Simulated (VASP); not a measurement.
Input of a VASP 6.6.1 run:

The input INCAR:

```
SYSTEM = GaN
  PREC = Accurate
  ENCUT = 600
  EDIFF = 1E-6
  ISMEAR = 0
  SIGMA = 0.02
  LREAL = .FALSE.
  LASPH = .TRUE.
  NELM = 100
  ALGO = Fast
  ISIF = 3
  LWAVE = .FALSE.
  LCHARG = .FALSE.
  GGA = PE
  IBRION = 2
  NSW = 100
  EDIFFG = -0.005
```

The input KPOINTS:

```
Automatic mesh
0
G
  10 10 10
  0 0 0
```

Contents of POSCAR:

```
GaN
1.0
    0.0000000000      2.2535006075      2.2535006075
    2.2535006075      0.0000000000      2.2535006075
    2.2535006075      2.2535006075      0.0000000000
Ga N
1 1
Direct
    0.0000000000      0.0000000000      0.0000000000
    0.7500000000      0.7500000000      0.7500000000
```

Potentials or basis: VASP PAW PBE potentials, release 64 (Ga_d, N).

Launch:

```sh
$ cat potpaw_PBE.64/Ga_d/POTCAR potpaw_PBE.64/N/POTCAR > POTCAR
$ mpirun -np 1 vasp_std > vasp.out
```

Task: Estimate the relaxed cell.

Result: a = 3.216 Å, b = 3.216 Å, c = 3.216 Å, α = 60.00°, β = 60.00°, γ = 60.00°.

Task: Predict the space group after relaxing (to 0.05 Å).

Result: F-43m (No. 216).

Task: What does it give for the band gap on the k mesh?

Result: 1.55 eV, direct.

Final structure:
```xyz
2
Lattice="0.0000 2.2740 2.2740 2.2740 0.0000 2.2740 2.2740 2.2740 0.0000" Properties=species:S:1:pos:R:3 pbc="T T T"
Ga    0.0000    0.0000    0.0000
N     3.4111    3.4111    3.4111
```

PBE gaps usually lie below the measured ones, often by a third to a half.
